How much room does a carbon atom take in a dense metal, and how far does the answer depend on the approximation used for exchange and correlation? The crystal here is hypothetical: face-centred cubic carbon with every fourth site empty, so that each atom has eight equal neighbours. It is neither diamond nor graphite, and its electrons have no band gap. Spin polarisation was switched off, so magnetism is not tested. The size to remember is about 8 % of the volume, which is what separates the functionals LDA and PBE.

Kohn–Sham DFT calculations with VASP for cubic carbon (space group Pm-3m, 3 atoms per cell), with the cell relaxed separately for each functional. All runs use a 600 eV plane-wave cutoff, a 10×10×10 k mesh and Fermi–Dirac smearing of 0.05 eV, without spin polarisation; volumes are for a static lattice.

| method | rung | potentials | equilibrium volume (Å³/atom) |
| --- | --- | --- | --- |
| LDA | LDA | VASP PAW LDA potentials, recommended | 5.607 |
| AM05 | GGA | VASP PAW PBE potentials, recommended | 5.661 |
| BLYP | GGA | VASP PAW PBE potentials, recommended | 6.753 |
| PBE | GGA | VASP PAW PBE potentials, recommended | 6.081 |
| PBEsol | GGA | VASP PAW PBE potentials, recommended | 5.748 |
| PW91 | GGA | VASP PAW PBE potentials, recommended | 6.160 |
| RPBE | GGA | VASP PAW PBE potentials, recommended | 6.261 |
| optB88-vdW | GGA | VASP PAW PBE potentials, recommended | 6.382 |
| rev-vdW-DF2 | GGA | VASP PAW PBE potentials, recommended | 6.125 |
| revPBE | GGA | VASP PAW PBE potentials, recommended | 6.209 |
| vdW-DF-cx | GGA | VASP PAW PBE potentials, recommended | 6.085 |

**The label GGA does not settle the volume**

LDA computes exchange and correlation from the local electron density alone. A GGA also uses the density gradient. Going from LDA to PBE, which is a GGA, enlarges the volume by about 8 %. The seven true GGAs, however, differ among themselves by up to 1.09 Å³ per atom, and still by 0.60 Å³ when BLYP is set aside, while the step from LDA to PBE is 0.47 Å³. Which GGA is chosen therefore matters at least as much as whether one is used.

Most of the results fall into two groups. LDA, AM05 and PBEsol give the compact crystal and lie within 2.5 % of one another. PBE, PW91, revPBE and RPBE give the roomier one and lie within 3 %. Between the groups, from PBEsol to PBE, there is a gap of 0.33 Å³.

Three more rows carry the label GGA but contain nonlocal correlation, which couples the densities at separate points and so describes dispersion forces. Two of them, vdW-DF-cx and rev-vdW-DF2, fall in the PBE group, and optB88-vdW lies about 5 % above PBE. This last functional has the same correlation as vdW-DF-cx and differs from it only in exchange. The exchange part alone thus moves the volume by nearly 5 %.

**Why the gradient term in exchange enlarges the crystal**

The quantity behind this is the reduced gradient s, which tells how quickly the density changes over a distance comparable with the local electron wavelength. A GGA multiplies the local exchange energy by a factor F(s) that is 1 in a uniform electron gas and, in PBE and its relatives, grows as the density becomes uneven. When the crystal expands, the density between the atoms thins out and s tends to rise there. A functional whose F grows faster lowers the energy of the expanded crystal more than that of the compact one. Its minimum then lies at a larger volume.

This argument can be tested on PBE, revPBE and RPBE, which share the same correlation, the same potentials and the same first gradient term in exchange. For small s their exchange factors are

- PBE and revPBE: F ≈ 1 + μs² − μ²s⁴/κ
- RPBE: F ≈ 1 + μs² − μ²s⁴/(2κ)

Here μ sets the strength of the gradient term, and κ limits how far F can rise. PBE and RPBE use κ = 0.804, revPBE uses κ = 1.245. The functionals first differ in the s⁴ term, which holds F back least in RPBE and most in PBE. The expected order of volumes is therefore PBE, revPBE, RPBE, as in the table.

The sizes of the shifts can be compared as well. A small change of functional adds a small energy δE to the energy curve of the crystal. The minimum then moves against the slope of δE with volume, by the size of that slope divided by the curvature of the original curve. That curvature is common to both shifts from PBE, and so is the integral over s⁴, so only the coefficients remain:

- revPBE against PBE: 1/0.804 − 1/1.245 = 0.441
- RPBE against PBE: 1/(2 × 0.804) = 0.622
- expected ratio of the volume shifts: 0.622/0.441 = 1.41

In the table RPBE lies 0.180 Å³ above PBE and revPBE 0.128 Å³, which also gives a ratio of 1.41. The calculated ratio uses none of the three volumes, but so close an agreement is partly luck. The second decimal deserves no weight, because an error of only 0.1 % in the revPBE volume would move the table's ratio to 1.34 or 1.48. All three runs also use potentials made for PBE, which adds an error of unmeasured size for revPBE and RPBE. The s⁴ form, moreover, holds only for small s. At s = 1 it already overstates how far revPBE and RPBE differ from PBE, but it does so by nearly the same factor for both, so the ratio survives. Comparing the full exchange factors at a single s, a rough stand-in for the slope of δE, gives 1.39 at s = 1, 1.20 at s = 2 and 0.85 at s = 3, where revPBE would be the larger crystal. The order found thus fits a volume governed by moderate gradients rather than by the upper limit of F.

The scheme does not carry over to PBEsol as it stands. PBEsol has a smaller μ, which explains the direction of its shift, but its correlation differs from that of PBE too. Scaling from the RPBE shift with the same rough comparison of exchange factors, the estimated contraction from PBE is 0.60 Å³ if s = 1 is taken as typical and 0.18 Å³ if s = 2 is. The table's 0.33 Å³ lies between them, but this is weak support, since the range is wide and the change in correlation is left out. The picture gives the sign here, but not a usable size.

**Where BLYP and PW91 depart from the pattern**

BLYP gives a volume 11 % above that of PBE. Its cell was relaxed to a leftover pressure of only about 0.05 GPa, so an unfinished relaxation is not the reason. The likely cause is its correlation part, LYP, which does not reproduce the uniform electron gas and is known to serve metals poorly. Since BLYP also changes the exchange, this comparison cannot assign the whole excess to LYP.

PW91 lies 1.3 % above PBE, although the two usually give almost the same volume. One possible source is the potentials: every run except LDA used potentials made for PBE. This is a guess, which a run with potentials made for PW91 would test. Until then, differences of about 1 % between functionals should not be read as properties of the functionals alone. That includes the 0.8 % between revPBE and RPBE, so their order supports the exchange argument without proving it.

**What accuracy a purpose needs**

Lengths are more forgiving than volumes, because a small relative change in length is a third of that in volume. From LDA to PBE the distance between neighbours grows from 1.81 to 1.86 Å, less than 3 %. For a sketch of the structure, either will do. For density the full 8 % counts, and for properties under pressure it is a large error: with a bulk modulus guessed at roughly 300 GPa, it corresponds to a few tens of GPa.

The error from ending the relaxation at a small leftover pressure is much smaller; errors from the cutoff and the k mesh were not tested. The largest leftover pressure among six of the runs is 0.25 GPa, in LDA, and with the same guessed modulus it changes the volume by about 0.1 %. Relaxing the cell more tightly would therefore not bring the functionals together. Atomic vibrations, left out of this static lattice, matter more: in diamond the zero-point motion alone adds very roughly 1 % to the volume.

Which volume is right cannot be read from the spread, since this crystal has no measured counterpart. Experience with ordinary solids offers some guidance: LDA usually makes them too small, PBE often somewhat too large, and PBEsol and AM05 usually come closer. That favours PBEsol or AM05 for a first estimate of density, though an overcoordinated carbon metal is far from the solids on which that experience rests.

Cost hardly enters the choice between LDA and a GGA. Both evaluate simple formulas at each grid point, and the main work, solving for the orbitals, is of the same kind. Nonlocal correlation adds a set of Fourier transforms whose effort grows only slightly faster than the number of grid points. It is worth adding where dispersion forces matter, but it does not fix the volume of a dense crystal, as the 5 % between optB88-vdW and vdW-DF-cx shows.

In practice, the choice can follow the tolerance:

- **About 10 % in volume:** one run with PBE gives a usable first estimate, since every functional here except BLYP stays within 8 % of it. This closeness is not a proof of accuracy.
- **A few per cent:** run both PBEsol and PBE and report the two volumes. Their distance shows how much the choice matters, but it is not an error bar. Here they lie more than 5 % apart, so this tolerance is not reached until a test on a related solid favours one of them.
- **About 1 %:** first test the functional on a related solid with a measured volume, use potentials made for that functional, test the cutoff and the k mesh, and include the vibrations, after checking that the crystal is stable at all.
